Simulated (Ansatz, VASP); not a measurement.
# One calculation of Sr, two programs

```
Sr
1.0
    -2.46704    2.46704    2.46704
     2.46704   -2.46704    2.46704
     2.46704    2.46704   -2.46704
Sr
1
Direct
  0.00000 0.00000 0.00000
```

Change from the starting cell: volume scaled by 1.04.

Alike in both runs: task single point; functional PBE; k mesh 8 × 8 × 8; occupations fermi-dirac, width 0.05 eV; no spin polarisation.

```csv
,VASP,Ansatz
version,VASP 6.6.1,Ansatz 0.2.0
potentials or method,"VASP PAW PBE potentials, release 64 (Sr_sv)",Ansatz PAW
plane-wave cutoff (eV),520,420
valence electrons in the cell,10,10
```

|  | VASP | Ansatz | Ansatz less VASP |
| --- | --- | --- | --- |
| gap on the k mesh at the Fermi level (eV) | none | none | - |
| pressure (GPa) | -1.0 | -1.0 | 0.00 |

A gap of «none» marks a metal or a gap that the smearing closes. With one functional, cell and mesh, what is left measures potentials, basis and numerics.
